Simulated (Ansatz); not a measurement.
# KBr, response to strain

Consider KBr in the rock salt structure (space group Fm-3m, No. 225; a = 6.549 Å).

Strains are applied to the cell and any free atomic positions relax.

The values are results of PBEsol in Ansatz (plane waves to 420 eV, PAW, spin-orbit coupling left out), not measurements.

Notes on the quantities. energy relative to the base: free energy F.

```tsv
change	energy relative to the base	band gap	shortest interatomic distance	pressure
base	0 meV/atom	4.34 eV	3.275 Å	0.1 kbar
isotropic strain −2.50 %	+11 meV/atom	4.54 eV	3.193 Å	14.2 kbar
isotropic strain −2.00 %	___	___	3.209 Å	___
isotropic strain −1.50 %	+3.7 meV/atom	4.46 eV	3.225 Å	7.9 kbar
isotropic strain −1.00 %	+1.6 meV/atom	4.42 eV	3.242 Å	5.1 kbar
isotropic strain +0.50 %	+0.3 meV/atom	4.30 eV	3.291 Å	-2.1 kbar
isotropic strain +1.00 %	+1.4 meV/atom	4.27 eV	3.307 Å	-4.2 kbar
isotropic strain +2.00 %	+5.5 meV/atom	4.20 eV	3.340 Å	-7.8 kbar
isotropic strain +2.50 %	+8.5 meV/atom	4.16 eV	3.356 Å	-9.4 kbar
isotropic strain +3.00 %	+12 meV/atom	4.13 eV	3.373 Å	-10.9 kbar
```

Question: What belongs in the blanks?

Answer: 
- isotropic strain −2.00 %, energy relative to the base: +6.7 meV/atom
- isotropic strain −2.00 %, band gap: 4.50 eV
- isotropic strain −2.00 %, pressure: 11.0 kbar

Stability against distortions was not tested.

Ansatz is a first-principles code.
